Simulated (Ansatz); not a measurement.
**Cr: single point with PBE**

Crystal: Cr.

```
CELL_PARAMETERS angstrom
2.71400 0.00000 0.00000
-1.35700 2.35039 0.00000
0.00000 0.00000 4.41000
ATOMIC_POSITIONS crystal
Cr 0.66667 0.33333 0.75000
Cr 0.33333 0.66667 0.25000
```

This isn't the form of Cr at room conditions, which is bcc.

| Item | Value |
| --- | --- |
| Program | Ansatz 0.2.0 |
| Task | single point |
| Functional | PBE |
| Potentials or basis | Ansatz PAW |
| Cutoff | 420 eV (not typed: the program's choice for these potentials) |
| k mesh | 9 × 9 × 5 |
| Occupations | fermi-dirac, width 0.05 eV |
| Spin | collinear spin, ferromagnetic start |
| Starting moments | [1.5, 1.5] μB |
| Fixed moment | 3 μB |

* Pressure: -20.2 GPa
* Net moment: 3.00 μB per cell
* Absolute moment: 3.00 μB per cell
* Site moments: Cr +1.38 μB

Stress tensor (GPa, compression positive):
```
-19.55   0.00   0.00
  0.00 -19.55   0.00
  0.00   0.00 -21.43
```

It took 1.2 s on 2 threads of Arm Neoverse V2, with other jobs on the host, peak memory 0.28 GiB.

Caveat: the total moment is fixed, so each spin has its own Fermi level; the thresholds are loose for stress.
